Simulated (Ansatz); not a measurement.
# Structure relaxation of Cs

The calculation used DFT r2SCAN, scalar-relativistic, plane waves, PAW (Ansatz). Cutoff 500 eV, Γ-centred k mesh, Gaussian smearing, no spin polarisation in the final step.

The start puts Cs on the omega structure type (P6/mmm, No. 191), at a guessed volume.

```xyz
3
Lattice="9.3149 0.0000 0.0000 -4.6575 8.0670 0.0000 0.0000 0.0000 5.7105" Properties=species:S:1:pos:R:3 pbc="T T T"
Cs    0.0000    0.0000    0.0000
Cs    0.0000    5.3780    2.8552
Cs    4.6575    2.6890    2.8552
```

Cell and atoms relax at zero pressure; the relaxation can't lower the symmetry of the start.

Energies count from the standard state of Cs at the same level.

(1) Describe the relaxed structure.

(2) What are its volume, energy, density and gap?

## Answers

(1) It keeps P6/mmm (No. 191). The result has the omega structure. Conventional cell: a = 8.939 Å, c = 5.343 Å. Around Cs on Wyckoff site a (1 atom of the primitive cell) lie 2 Cs at 5.34 Å and 12 Cs at 5.81 Å; around Cs on Wyckoff site d (2 atoms of the primitive cell) lie 5 Cs at 5.16–5.34 Å and 6 Cs at 5.81 Å.

Space group P6/mmm (No. 191). a = 8.939 Å, b = 8.939 Å, c = 5.343 Å, α = 90.00°, β = 90.00°, γ = 120.00°
```csv
atom,site,symmetry,x,y,z
Cs,1a,6/mmm,0.0000,0.0000,0.0000
Cs,2d,-6m2,0.3333,0.6667,0.5000
```

(2) The volume per atom is 123.25 Å³. The density is 1.79 g/cm³ and the energy over the standard structure is 0.01 eV/atom. The gap on the 6×6×10 mesh is 0 eV (a metal).

The final run used a 6×6×10 mesh on its 3-atom cell and 0.10 eV smearing. For metals, differences of a few meV/atom aren't resolved. A structure relaxed within its symmetry needn't be a true minimum.